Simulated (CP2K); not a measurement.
**SnSe under changes of volume**

One of the cells (27.271 Å³/atom); the others are scaled copies at fixed shape and fractional positions:

```xyz
2
Lattice="4.2568 0.0000 0.0000 2.1284 3.6865 0.0000 2.1284 1.2288 3.4756" Properties=species:S:1:pos:R:3 pbc="T T T"
Sn    0.0000    0.0000    0.0000
Se    4.2568    2.4577    1.7378
```

Measurements of this composition are mostly on another form, of space group No. 62.

```yaml
Program: CP2K 2026.2
Functional: LDA
Potentials_or_basis: GTH_POTENTIALS Sn GTH-PADE-q4, Se GTH-PADE-q6; TZVP-MOLOPT-PBE-GTH basis
Density_cutoff: 6123 eV
k_mesh: 8 × 8 × 8
Occupations: fermi-dirac, width 0.0259 eV
Spin: no spin polarisation
```

```tsv
volume (Å³/atom)	energy over the lowest point (meV/atom)	pressure (GPa)	gap on the mesh (eV)
25.635	0.00	-0.1	0.79
26.180	2.30	-1.3	0.76
26.725	8.39	-2.3	0.69
27.271	17.86	-3.2	0.60
27.816	30.37	-4.1	0.52
28.362	?	?	?
28.907	63.18	-5.5	0.38
```

Question: What does the run at 28.362 Å³/atom give?

Answer: Energy over the lowest point 45.57 meV/atom; pressure -4.8 GPa; gap on the mesh 0.45 eV.

Worked out: A Birch-Murnaghan fit of order 3 (a polynomial in V^(-2/3)) to the other rows has its minimum at 25.60 Å³/atom, just outside them, with B0 = V·E''(V) = 59 GPa and B' = 4.3. It gives 45.58 meV/atom at 28.362 Å³/atom, against the run's 45.57, and -dE/dV = -4.8 GPa, against -4.8. A parabola through the other rows of the gap, of slope -4.18 eV per unit of ln V there, gives 0.46 eV, against the run's 0.45.

Energies are extrapolated to zero smearing.

Caveats: spin-orbit coupling is left out, which moves the levels of the heavy elements; the basis of atomic orbitals isn't converged, which shifts pressures, moduli and gaps.

A mesh can miss the band edges.
